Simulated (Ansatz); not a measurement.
## AlN under changes of volume

One of the cells (10.451 Å³/atom); the others are scaled copies at fixed shape and fractional positions:

```
Al N
1.0
     3.11300    0.00000    0.00000
    -1.55650    2.69594    0.00000
     0.00000    0.00000    4.98100
Al N
2 2
Direct
  0.66667 0.33333 0.50000
  0.33333 0.66667 0.00000
  0.66667 0.33333 0.88000
  0.33333 0.66667 0.38000
```

- Program: Ansatz 0.2.0
- Functional: LDA
- Potentials or basis: all-electron LAPW, scalar-relativistic
- Cutoff: 346 eV (chosen from the basis error)
- Basis error allowed: 0.002 eV/atom
- k mesh: 10 × 10 × 6
- Occupations: fermi-dirac, width 0.05 eV
- Spin: no spin polarisation

| volume (Å³/atom) | energy over the lowest point (meV/atom) | pressure (GPa) | gap on the mesh (eV) | largest force (eV/Å) |
| --- | --- | --- | --- | --- |
| 9.824 | 10.37 | 8.9 | 4.80 | 0.166 |
| 10.033 | 2.11 | 3.9 | 4.60 | 0.148 |
| 10.242 | 0.00 | -0.6 | 4.42 | 0.132 |
| 10.451 | 3.45 | -4.6 | 4.24 | 0.117 |
| 10.660 | ? | ? | ? | ? |
| 10.869 | 24.98 | -11.6 | 3.90 | 0.089 |
| 11.078 | 42.14 | -14.6 | 3.73 | 0.076 |

Q: What does the run at 10.660 Å³/atom give?

A: Energy over the lowest point 11.94 meV/atom; pressure -8.3 GPa; gap on the mesh 4.07 eV; largest force 0.102 eV/Å.

Worked out: A Birch-Murnaghan fit of order 3 (a polynomial in V^(-2/3)) to the other rows has its minimum at 10.21 Å³/atom with B0 = V·E''(V) = 211 GPa and B' = 3.9 at fixed shape and positions, which overstates the stiffness. It gives 11.94 meV/atom at 10.660 Å³/atom, against the run's 11.94, and -dE/dV = -8.3 GPa, against -8.3. A straight line through the other rows of the gap, of slope -8.85 eV per unit of ln V (its deformation potential), gives 4.07 eV, against the run's 4.07.

Energies are extrapolated to zero smearing.

A mesh can miss the band edges.
